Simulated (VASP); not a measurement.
## Si: single point with PBE

Crystal: Si.

```
CELL_PARAMETERS angstrom
2.62054 0.00000 0.00000
-1.31027 2.26946 0.00000
0.00000 0.00000 2.46635
ATOMIC_POSITIONS crystal
Si 0.00000 0.00000 0.00000
```

This isn't the form of Si at room conditions, which is diamond.

| Property | Result |
| --- | --- |
| Program | VASP 6.6.1 |
| Task | single point |
| Functional | PBE |
| Potentials or basis | VASP PAW PBE potentials, release 54 (Si) |
| Cutoff | 520 eV |
| k mesh | 12 × 12 × 11 |
| Occupations | gaussian, width 0.1 eV |
| Spin | no spin polarisation |
| Further INCAR settings | ALGO = Normal; EDIFF = 1e-06; NBANDS = 8 |

The pressure is 3.0 GPa and the band gap on the k mesh is none (metal or under the smearing width).

Stress tensor (GPa, compression positive):
```
1.48 0.00 0.00
0.00 1.48 0.00
0.00 0.00 6.11
```

Levels at points of the mesh, in eV from the Fermi level:
```tsv
k point	band 1	band 2	band 3	band 4	band 5	band 6
(0.00, 0.00, 0.00)	-14.10	7.54	8.04	10.41	10.41	12.32
(0.50, 0.00, 0.00)	-7.60	-6.78	5.20	6.55	12.93	15.20
```

Wall time 6.4 s on 1 thread of Intel(R) Xeon(R) Platinum 8488C (Sapphire Rapids), on a shared host, peak memory 0.12 GiB.
